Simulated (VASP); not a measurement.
In CuCl (zinc blende type) the Cu atom of the primitive cell, with all its periodic images, is moved by 0.06 Å along [111].

```xyz
2
Lattice="0.0000 2.7100 2.7100 2.7100 0.0000 2.7100 2.7100 2.7100 0.0000" Properties=species:S:1:pos:R:3 pbc="T T T"
Cu    0.0346    0.0346    0.0346
Cl    1.3550    1.3550    1.3550
```

Theory: HSE06, plane waves, standard recommended PAW potentials in VASP 6.6.1.

Cutoff 479 eV; orbitals from an earlier step on the same cell; potentials Cu_pv Cl; PREC = Accurate; HFSCREEN = 0.208; HFRCUT = 0; PRECFOCK = Normal; k-mesh 4×4×4 Γ-centred; Fermi–Dirac smearing of 0.05 eV; no spin polarisation.

Q: What force results?

A: The force on it along the displacement is -0.1417 eV/Å, a force constant of 2.36 eV/Å². A one-sided step along [111] also holds the cubic anharmonicity.

| atom | Fx (eV/Å) | Fy (eV/Å) | Fz (eV/Å) |
| --- | --- | --- | --- |
| Cu1 | -0.0818 | -0.0818 | -0.0818 |
| Cl2 | 0.0818 | 0.0818 | 0.0818 |

The k-mesh is modest, so these values aren't fully converged in k. Potentials made with PBE were used with another functional.
